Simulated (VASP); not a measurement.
Write the native input for VASP 6.6.1 that does the following.

| Item | Value |
| --- | --- |
| Task | relaxation of cell and atoms |
| Functional | r2SCAN |
| Potentials or basis | VASP PAW PBE potentials, release 64 (Ti_sv, C) |
| Cutoff | 600 eV |
| k mesh | 16 × 16 × 16 |
| Occupations | gaussian, width 0.1 eV |
| Spin | no spin polarisation |
| Further INCAR settings | ALGO = Normal; EDIFF = 1e-07; IBRION = 2; EDIFFG = -0.005; NSW = 90; ISIF = 3 |

The structure of TiC lies in POSCAR:

```
TiC
1.0
    0.0000000000      2.1657188400      2.1657188400
    2.1657188400      0.0000000000      2.1657188400
    2.1657188400      2.1657188400      0.0000000000
Ti C
1 1
Direct
    0.0000000000      0.0000000000      0.0000000000
    0.5000000000      0.5000000000      0.5000000000
```

The cell is a database's computed one.

One way to write it, as run:

INCAR

```
SYSTEM = TiC
ALGO = Normal
EDIFF = 1E-7
EDIFFG = -0.005
ENCUT = 600
IBRION = 2
ISIF = 3
ISMEAR = 0
LASPH = .True.
LCHARG = .False.
LMIXTAU = .True.
LREAL = .False.
LWAVE = .False.
METAGGA = R2SCAN
NELM = 100
NSW = 90
PREC = Accurate
SIGMA = 0.1
```

KPOINTS

```
k-points
0
Gamma
  16 16 16
  0 0 0
```

Potentials or basis: VASP PAW PBE potentials, release 64 (Ti_sv, C).

Command:

```sh
$ cat potpaw_PBE.64/Ti_sv/POTCAR potpaw_PBE.64/C/POTCAR > POTCAR
$ mpirun -np 1 vasp_std > vasp.out
```

It gave:

```yaml
Relaxed_volume: 10.17 Å³/atom
Relaxed_cell: a = 3.064 Å, b = 3.064 Å, c = 3.064 Å, α = 60.00°, β = 60.00°, γ = 60.00°
Space_group_after_relaxing_to_0.05_Å: Fm-3m (No. 225)
Energy_gained_by_relaxing: 0.0 meV/atom
Ionic_steps: 3
Pressure_after_relaxing: 0.0 GPa
Band_gap_on_the_k_mesh: none (metal or under the smearing width)
```

Caveat: the PAW data sets were made with another functional, which shifts forces and pressure a little.

It took 2.1 min on 1 thread of Intel(R) Xeon(R) 6975P-C (Granite Rapids) (shared host), peak memory 0.19 GiB.
